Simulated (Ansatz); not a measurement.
**Hf₂Si films: biaxial stress and wafer bow**

Plane-wave DFT in Ansatz, PBEsol, scalar-relativistic PAW potentials, cutoff 420 eV, no spin-orbit coupling; no spin polarisation. Hf₂Si in space group I4/mcm, which needn't be the usual phase of this composition, strained equally along a and b of the conventional cell, with c and the atoms relaxed within the symmetry (a film with c along the normal). Stress is the in-plane mean, tension positive.

| strain (%) | stress (GPa) | E − E(0) (meV/atom) |
| --- | --- | --- |
| -3.0 | -9.87 | 32.9 |
| -2.0 | -6.51 | 14.4 |
| -1.0 | -3.19 | 3.6 |
| +0.0 | -0.02 | 0.0 |
| +1.0 | 2.97 | 3.3 |
| +2.0 | 5.82 | 13.3 |
| +3.0 | ? | 29.7 |

Fit the stress, get the biaxial modulus and predict the missing row.

A parabola through the given rows is σ = -0.04 + 3.075 ε -0.0691 ε² GPa (ε in %), so M = dσ/dε = 308 GPa at zero. It predicts 8.56 GPa at +3.0 %; the run gave 8.47 GPa. The miss is 0.09 GPa, so the fit holds even one step beyond its range. The negative square term means that the film is stiffer in compression than in tension. The energies check it: E/V = Mε² at small strain, and a cubic fit with V = 18.17 Å³/atom gives M = 307 GPa, in agreement.

How much does a 100 nm film at +0.2 % strain bow a 300 mm Si(001) wafer 775 μm thick?

The fit, without its small constant, gives σ = 0.61 GPa. Stoney's formula, κ = 6σt_f/(M_s t_s²) with M_s = 180.5 GPa for Si(001) (literature), gives |κ| = 3.38×10⁻³ m⁻¹ and a bow κr²/2 = 38.0 μm at r = 150 mm, with the film side concave (tension pulls the edges up). This assumes a single-crystal or fully textured, unrelaxed film at 0 K.

The cell has no gap in any row, so the stresses hang on mesh and smearing.

Cost: about 21 core-minutes for the runs cited, on Intel Xeon 6975P-C (Granite Rapids) (shared hosts).